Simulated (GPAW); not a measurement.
TiTe2, 3 atoms in the cell. The structure is trigonal, space group P-3m1 (No. 164). Conventional cell: a = 3.777 Å, b = 3.777 Å, c = 6.498 Å, α = 90.00°, β = 90.00°, γ = 120.00°. Around Te (site symmetry 3m) lie 3 Ti at 2.77 Å. Around Ti (site symmetry -3m) lie 6 Te at 2.77 Å. 

- Program: GPAW 26.7.0
- Task: relaxation of cell and atoms
- Functional: PBEsol
- Dispersion: D3
- Potentials or basis: PAW data sets generated in the run's folder for this functional
- Cutoff: 600 eV
- Basis: pw
- k mesh: 7 × 7 × 4
- Occupations: fermi-dirac, width 0.05 eV
- Spin: no spin polarisation
- Maxiter: 150
- Optimizer: BFGS
- Fmax: 0.02 eV/Å
- Max steps: 60
- Convergence: density=1e-05 forces=0.0001

Potentials or basis: PAW data sets generated in the run's folder for this functional, pw.

Command:

```sh
$ gpaw-setup -f PBEsol Te Ti
$ OMP_NUM_THREADS=1 python run.py
```

Hardware: 1 thread of Intel(R) Xeon(R) Platinum 8488C (Sapphire Rapids), with other jobs on the host.

**Question.** Estimate the wall time of this run.

**Answer.** Wall time 4.1 min on 1 thread of Intel(R) Xeon(R) Platinum 8488C (Sapphire Rapids), on a shared host, peak memory 0.29 GiB. Counts: scf iterations 100, plane waves 2714, bands 24, k points 28, ion steps 9.
